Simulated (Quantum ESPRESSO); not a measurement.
## HfO2 under changes of volume

One of the cells (11.532 Å³/atom); the others are scaled copies at fixed shape and fractional positions:

```
Hf O
1.0
     5.11800    0.00000    0.00000
     0.00000    5.18570    0.00000
    -0.85866    0.00000    5.21387
Hf O
4 8
Direct
  0.27550 0.46030 0.70800
  0.72450 0.96030 0.79200
  0.72450 0.53970 0.29200
  0.27550 0.03970 0.20800
  0.07420 0.16840 0.84670
  0.92580 0.66840 0.65330
  0.92580 0.83160 0.15330
  0.07420 0.33160 0.34670
  0.44870 0.74190 0.98010
  0.55130 0.24190 0.51990
  0.55130 0.25810 0.01990
  0.44870 0.75810 0.48010
```

- Program: Quantum ESPRESSO 7.5
- Functional: PBE
- Potentials or basis: SG15 PBE 1.2
- Cutoff: 1197 eV
- Density cutoff: 4789 eV
- k mesh: 3 × 3 × 3
- Occupations: fermi-dirac, width 0.05 eV
- Spin: no spin polarisation

```tsv
volume (Å³/atom)	energy over the lowest point (meV/atom)	pressure (GPa)	gap on the mesh (eV)	largest force (eV/Å)
10.840	?	?	?	?
11.070	35.15	16.6	4.42	0.622
11.301	15.55	10.7	4.35	0.550
11.532	4.10	5.3	4.27	0.486
11.762	0.00	0.4	4.20	0.420
11.993	2.56	-4.0	4.13	0.375
12.223	11.12	-7.9	4.06	0.340
```

Task: What does the run at 10.840 Å³/atom give?

Result: Energy over the lowest point 63.78 meV/atom; pressure 23.2 GPa; gap on the mesh 4.49 eV; largest force 0.716 eV/Å.

Worked out: A Birch-Murnaghan fit of order 3 (a polynomial in V^(-2/3)) to the other rows has its minimum at 11.79 Å³/atom with B0 = V·E''(V) = 234 GPa and B' = 4.0 at fixed shape and positions, which overstates the stiffness. It gives 63.59 meV/atom at 10.840 Å³/atom, against the run's 63.78, and -dE/dV = 23.1 GPa, against 23.2. A straight line through the other rows of the gap, of slope -3.65 eV per unit of ln V, extrapolates to 4.50 eV, against the run's 4.49.

Energies are extrapolated to zero smearing.

Caveats: some runs use coarse meshes; spin-orbit coupling is left out, which moves the levels of the heavy elements; an odd mesh through Γ misses points on the zone boundary, where band edges often lie.
